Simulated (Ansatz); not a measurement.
**From a trial cell to the properties of NaI**

**The experiment.** The Crystallography Open Database holds a cell as deposited of cubic NaI (space group Fm-3m), temperature not stated (1963): a = 6.473 Å, 33.90 Å³/atom.

Computed with Ansatz (plane waves, PAW, 420 eV cutoff): PBE, scalar-relativistic, no spin polarisation, 10×10×10 k-mesh, Gaussian smearing of 0.05 eV; PAW files: Ansatz's generated set soft_2.

The chain of runs began from a cell as deposited in COD, expanded in volume.

The start, 1 % over the database's volume:

```
Na I
1.0
     0.00000    3.24715    3.24715
     3.24715    0.00000    3.24715
     3.24715    3.24715    0.00000
Na I
1 1
Direct
  0.00000 0.00000 0.00000
  0.50000 0.50000 0.50000
```

The first steps of the search for zero pressure:

| run | level | k-mesh | kind | V (Å³/atom) | P (GPa) | gap on the mesh (eV) |
| --- | --- | --- | --- | --- | --- | --- |
| 1 | PBE | 10×10×10 | fixed cell | 34.24 | 0.3 | 3.62 |

(1) At which volume does PBE reach zero pressure?

Answer:

(1) 34.79 Å³/atom, about 1.6 % over the start.

The steps that followed:

| run | level | k-mesh | kind | V (Å³/atom) | P (GPa) | E − E(final) (meV/atom) | gap on the mesh (eV) |
| --- | --- | --- | --- | --- | --- | --- | --- |
| 2 | PBE | 10×10×10 | fixed cell | 34.37 | 0.2 | 0.2 | 3.61 |
| 3 | PBE | 10×10×10 | fixed cell | 34.79 | 0.0 | 0.0 | 3.58 |

The final structure (symmetry read at 0.01 Å). The structure is cubic, space group Fm-3m (No. 225). The conventional cell has a = 6.529 Å, b = 6.529 Å, c = 6.529 Å, α = 90.00°, β = 90.00°, γ = 90.00°. Na (site symmetry m-3m) is surrounded by 6 I at 3.26 Å. I (site symmetry m-3m) is surrounded by 6 Na at 3.26 Å. (Neighbours are counted to 15 % beyond the shortest distance.)

```tsv
atom	site	symmetry	x	y	z
Na	4a	m-3m	0.0000	0.0000	0.0000
I	4b	m-3m	0.5000	0.0000	0.0000
```

At the final geometry the gap, band path included, is 3.58 eV. The equation of state gives B0 = 15.1 GPa and B0′ = 4.6. Against the elements' standard states, run alike and uncorrected, the formation energy is -1.28 eV/atom. 

**Why it comes out so.**

Formal charges Na⁺, I⁻ balance and leave closed shells on every ion, so a band insulator is expected, and the gap is 3.58 eV.

Shannon's ionic radii give a check on the bond lengths: Na⁺ with 6 neighbours 1.02 Å + I⁻ 2.20 Å = 3.22 Å against a computed mean of 3.26 Å. Sums and bonds agree within 3 %, so ion sizes set the bond lengths.

Bader charges against formal ones: Na +0.86 (+1), I −0.86 (−1). The cations give up 86 % of the formal charge; Bader charges stay under formal ones because the anions' density reaches into the cations' basins, though a share this high marks a strongly ionic bond.

**Comparison.** The computed cell (6.529 Å, 34.79 Å³/atom) differs from the database's by +2.6 % in volume, about +0.9 % in length. PBE usually overestimates volumes by a few per cent. The static lattice also lacks zero-point motion and thermal expansion, roughly 2.4 to 5.9 % in volume at 300 K (room temperature assumed) by Grüneisen's rule, γ·3k_BT/(B0·V0) with γ of 1 to 2.5, so its own overestimate is larger than the figure.

Semilocal functionals underestimate band gaps, commonly by a third or more. Spin–orbit coupling, which matters for such heavy elements, is left out.
